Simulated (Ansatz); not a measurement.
# Is this KZnF3 structure a true minimum?

It comes from a database structure that was distorted and then relaxed.

Theory: Ansatz, DFT PBE, scalar-relativistic, plane waves, PAW. Plane waves to 420 eV, a k mesh through Γ of 6×6×6 on the computed 5-atom cell and Gaussian smearing (0.02 eV); no spin polarisation.

The cell below (5 atoms, space group Pm-3m (No. 221)) is relaxed within its symmetry.

```
K Zn F
1.0
     4.12734    0.00000    0.00000
     0.00000    4.12734    0.00000
     0.00000    0.00000    4.12734
K Zn F
1 1 3
Direct
  0.00000 0.00000 0.00000
  0.50000 0.50000 0.50000
  0.00000 0.50000 0.50000
  0.50000 0.00000 0.50000
  0.50000 0.50000 0.00000
```

For the test a repeat of it with 10 atoms (edges 4.13, 4.13, 8.25 Å) was strained at random (σ = 1.5 % a component), the atoms were moved at random (σ = 0.15 Å), and all was relaxed again on a coarse 4×4×2 mesh (in the run’s order of axes) with 0.10 eV smearing, with no symmetry imposed.

Question: Does it come back?

Answer: It returns, within 1 meV/atom of the unmoved cell on that mesh and with the same symmetry when read at 0.1 Å. So it is stable against the distortions that fit this cell and that this random move excites. Modes that don't fit the cell aren't tested.
